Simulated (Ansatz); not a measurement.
# How far is PAW off for Ru?

```
Ru
1.0
     2.70580    0.00000    0.00000
    -1.35290    2.34329    0.00000
     0.00000    0.00000    4.28190
Ru
2
Direct
  0.33333 0.66667 0.25000
  0.66667 0.33333 0.75000
```

Atom numbers follow the list: Ru1, Ru2.

The conventional cell has a = 2.706 Å, b = 2.706 Å, c = 4.282 Å, α = 90.00°, β = 90.00°, γ = 120.00°. Ru (atom 1) is surrounded by 12 Ru at 2.65 to 2.71 Å.

The cell is COD entry 9017842, as deposited and not checked against the literature; nothing was relaxed.

Levels of theory: DFT, PBE, PAW with Ansatz's default frozen-core files, scalar-relativistic (Ansatz 0.2.0); DFT, PBE, all-electron LAPW, scalar-relativistic (Ansatz 0.2.0).

For PAW: a Γ-centred 14×14×8 k mesh, Fermi–Dirac smearing of 0.03 eV, cutoff 420 eV, no spin polarisation. LAPW targets a basis error of 0.5 meV/atom. The Ansatz runs share mesh, smearing and spin set-up. Plane-wave (PAW) pressures include the program's estimate of the Pulay term.

Stress and pressure are positive in compression.

Levels count from the Fermi level.

| quantity | PAW | LAPW |
| --- | --- | --- |
| pressure (GPa) | 4.56 | 4.49 |
| stress xx (GPa) | 5.11 | 5.05 |
| stress zz (GPa) | 3.45 | 3.37 |
| highest filled level at Γ (eV) | -1.379 | -1.378 |
| lowest empty level at Γ (eV) | 1.197 | 1.197 |
| highest filled level at M (eV) | -1.509 | -1.508 |
| lowest empty level at M (eV) | 1.444 | 1.445 |
| highest filled level at A (eV) | -2.702 | -2.703 |
| lowest empty level at A (eV) | 0.558 | 0.559 |

PAW's pressure differs from the LAPW value by +0.07 GPa.
